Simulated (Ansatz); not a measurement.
The reference is LiCl in the rock salt structure (space group Fm-3m, No. 225; a = 5.0642 Å). Axes: x, y, z lie along the cube axes.

Level of theory: PBEsol (Ansatz, a first-principles code, PAW, without spin-orbit coupling).

It is then changed as follows: the cell is stretched by 3.00 % along z with no lateral relaxation; the atoms relax in the strained cell.

Predict the stress tensor and what it implies for the stiffness.

Stress of the strained cell less that of the base (GPa, compression positive):
```
  -0.59    0.00    0.00
   0.00   -0.59    0.00
   0.00    0.00   -1.57
```

Then −Δσ_ii/ε with ε = 0.0300 gives secant stiffness values (nonlinear terms included at this strain): C33 ≈ 52 GPa, C13 ≈ 20 GPa and C23 ≈ 20 GPa.

Whether these cells are dynamically stable was not tested.
